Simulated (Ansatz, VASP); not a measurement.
# Two plane-wave programs on KF

```
K F
1.0
     0.00000    2.60451    2.60451
     2.60451    0.00000    2.60451
     2.60451    2.60451    0.00000
K F
1 1
Direct
  0.00000 0.00000 0.00000
  0.50000 0.50000 0.50000
```

Alike in both runs: task single point; functional r2SCAN; k mesh 8 × 8 × 8; occupations gaussian, width 0.02 eV; no spin polarisation.

```csv
,VASP,Ansatz
version,VASP 6.6.1,Ansatz 0.2.0
potentials or method,"VASP PAW PBE potentials, release 64 (K_sv, F)","scalar-relativistic, plane waves, PAW"
plane-wave cutoff (eV),520,500
valence electrons in the cell,16,16
```

```csv
,VASP,Ansatz,Ansatz less VASP
gap on the k mesh at the Fermi level (eV),7.26,7.26,+0.001
least direct gap on the mesh (eV),7.26,7.26,+0.001
pressure (GPa),2.6,2.6,-0.01
```

The functional is the same, so the differences come from potentials, cutoffs and numerics.

Caveats: the PAW data sets were made with another functional, which shifts forces and pressure a little (VASP). r2SCAN opens gaps a little over a GGA but as a rule still falls short of measured ones. A k mesh can miss the band edges.
